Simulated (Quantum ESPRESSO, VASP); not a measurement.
Given: the input of a run of Quantum ESPRESSO 7.5 (ASE script) on HfC. 

Contents of run.py:

```python
import numpy as np
from ase.calculators.espresso import Espresso, EspressoProfile
from ase.io import read

atoms = read('POSCAR')

input_data = {
    'control': {'calculation': 'scf', 'prefix': 'pwscf', 'outdir': './tmp', 'tprnfor': True, 'tstress': True, 'disk_io': 'low'},
    'system': {'ecutwfc': 45.0, 'ecutrho': 360.0, 'nbnd': 14, 'occupations': 'smearing', 'smearing': 'fd', 'degauss': 0.00367493, 'vdw_corr': 'grimme-d3', 'dftd3_version': 3},
    'electrons': {'conv_thr': 4e-10, 'electron_maxstep': 120, 'mixing_beta': 0.5},
}
pseudopotentials = {'C': 'c_pbesol_v1.2.uspp.F.UPF', 'Hf': 'hf_pbesol_v1.uspp.F.UPF'}
profile = EspressoProfile(command='mpirun -n 2 pw.x -nk 2', pseudo_dir='pseudo')
dft = Espresso(profile=profile, input_data=input_data, pseudopotentials=pseudopotentials, kpts=(10, 10, 10), koffset=(0, 0, 0))
atoms.calc = dft

from ase.optimize import LBFGS
from ase.filters import FrechetCellFilter
done = LBFGS(FrechetCellFilter(atoms), trajectory='opt.traj').run(fmax=0.02, steps=30)
print('converged', done)
print('cell (A)', np.round(atoms.cell.cellpar(), 5))
print(f'energy {atoms.get_potential_energy():.8f} eV')
print('forces (eV/A)')
print(np.round(atoms.get_forces(), 6))
print('stress (eV/A^3, Voigt)')
print(np.round(atoms.get_stress(), 8))
print(f'Fermi level {dft.get_fermi_level():.4f} eV')
```

File POSCAR:

```
HfC
1.0
    0.0000000000      2.3250000000      2.3250000000
    2.3250000000      0.0000000000      2.3250000000
    2.3250000000      2.3250000000      0.0000000000
Hf C
1 1
Direct
    0.5000000000      0.5000000000      0.5000000000
    0.0000000000      0.0000000000      0.0000000000
```

Potentials or basis: GBRV 1.5 PBEsol.

Run with:

```console
$ OMP_NUM_THREADS=1 python run.py
```

**Question.** What does the same run look like in VASP 6.6.1? Potentials or basis there: PBE PAW files C, Hf_pv, 600 eV.

**Answer.** As run (cutoffs and basis follow the program's own potentials, and thresholds, step limits or extra output files can differ):

INCAR

```
SYSTEM = HfC
PREC = Accurate
ENCUT = 600
EDIFF = 1E-6
ISMEAR = -1
SIGMA = 0.05
LREAL = .False.
LASPH = .True.
NELM = 100
ALGO = Normal
ISIF = 3
LWAVE = .False.
LCHARG = .False.
GGA = PS
IVDW = 11
IBRION = 2
NSW = 40
EDIFFG = -0.01
```

KPOINTS

```
regular mesh
0
Gamma
  10 10 10
  0 0 0
```

Contents of POSCAR:

```
HfC
1.0
    0.0000000000      2.3250000000      2.3250000000
    2.3250000000      0.0000000000      2.3250000000
    2.3250000000      2.3250000000      0.0000000000
Hf C
1 1
Direct
    0.5000000000      0.5000000000      0.5000000000
    0.0000000000      0.0000000000      0.0000000000
```

Potentials or basis: VASP PAW PBE potentials, release 64 (Hf_pv, C).

Run with:

```console
$ cat potpaw_PBE.64/Hf_pv/POTCAR potpaw_PBE.64/C/POTCAR > POTCAR
$ mpirun -np 1 vasp_std > vasp.out
```

Both were run:

|  | Quantum ESPRESSO | VASP |
| --- | --- | --- |
| Relaxed volume | 12.11 Å³/atom | 12.03 Å³/atom |
| Relaxed cell | a = 3.247 Å, b = 3.247 Å, c = 3.247 Å, α = 60.00°, β = 60.00°, γ = 60.00° | a = 3.241 Å, b = 3.241 Å, c = 3.241 Å, α = 60.00°, β = 60.00°, γ = 60.00° |
| Space group after relaxing | Fm-3m (No. 225) | Fm-3m (No. 225) |
| Pressure after relaxing | 0.2 GPa | 0.1 GPa |

The potentials hold 16 and 14 valence electrons a cell.

VASP's potentials were made for PBE.

Pressure is positive in compression.
